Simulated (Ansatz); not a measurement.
## Pressure series in AgBr

The reference is AgBr in the rock salt structure (space group Fm-3m, No. 225; a = 5.841 Å).

Cell and atoms are relaxed at each pressure.

Level of theory: Ansatz (a program for electronic structure) PBE, scalar-relativistic without spin-orbit coupling.

```json
[
 {"pressure (GPa)": "-2", "volume per atom (Å³/atom)": "26.462"},
 {"pressure (GPa)": "-1", "volume per atom (Å³/atom)": "25.613"},
 {"pressure (GPa)": "0", "volume per atom (Å³/atom)": "24.908"},
 {"pressure (GPa)": "0.3", "volume per atom (Å³/atom)": "24.720"},
 {"pressure (GPa)": "0.7", "volume per atom (Å³/atom)": "24.482"},
 {"pressure (GPa)": "1.5", "volume per atom (Å³/atom)": "?"},
 {"pressure (GPa)": "3", "volume per atom (Å³/atom)": "23.339"},
 {"pressure (GPa)": "7.5", "volume per atom (Å³/atom)": "21.766"},
 {"pressure (GPa)": "10", "volume per atom (Å³/atom)": "21.104"}
]
```

### Question
Fit the third-order Birch–Murnaghan form P(V) = (3B₀/2)[(V₀/V)^(7/3) − (V₀/V)^(5/3)]·[1 + (3/4)(B₀′ − 4)((V₀/V)^(2/3) − 1)] (squares taken in P) to the rows shown and predict the withheld row.

### Answer
Least squares on the printed values gives V₀ = 24.908 Å³/atom, B₀ = 38.8 GPa, B₀′ = 5.3; this predicts 24.047 Å³/atom, and the run gives 24.048 Å³/atom, in agreement.

Measured bulk modulus of AgBr: 43.81 GPa (below room temperature; as listed in P. T. Jochym, K. Parlinski, Phys. Rev. B (2001)); the computed value is for a static lattice, so the two differ by thermal effects too.

Load acts through the strain it causes; cell and atoms are relaxed under it. Whether these cells are dynamically stable was not tested. No other phases were tried under pressure.
